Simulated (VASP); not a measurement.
In3As, 4 atoms in the cell. It takes space group Pm-3m (No. 221, cubic). Conventional cell: a = 4.672 Å, b = 4.672 Å, c = 4.672 Å, α = 90.00°, β = 90.00°, γ = 90.00°. In (site symmetry 4/mmm) has 8 In at 3.30 Å and 4 As at 3.30 Å as nearest neighbours. As (site symmetry m-3m) has 12 In at 3.30 Å as nearest neighbours. The cell comes from a database or a generator and needn't be the stable form of this composition.

- Program: VASP 6.6.1
- Task: single point
- Functional: PBEsol
- Potentials or basis: VASP PAW PBE potentials, release 64 (In_d, As)
- Cutoff: 520 eV
- k mesh: 4 × 4 × 4
- Occupations: fermi-dirac, width 0.1 eV
- Spin: no spin polarisation
- Dipole correction: no
- Further INCAR settings: ALGO = Normal; EDIFF = 1e-06; NBANDS = 30

Potentials or basis: VASP PAW PBE potentials, release 64 (In_d, As).

Command:

```sh
$ cat potpaw_PBE.64/In_d/POTCAR potpaw_PBE.64/As/POTCAR > POTCAR
$ mpirun -np 1 vasp_std > vasp.out
```

Hardware: 1 thread of Intel(R) Xeon(R) Platinum 8488C (Sapphire Rapids), with other jobs on the host.

Problem. How long does it take, and how much memory?

Solution. Run time: 26 s on 1 thread of Intel(R) Xeon(R) Platinum 8488C (Sapphire Rapids) (shared host), peak memory 0.2 GiB. Counts: scf iterations 12, k points 10.
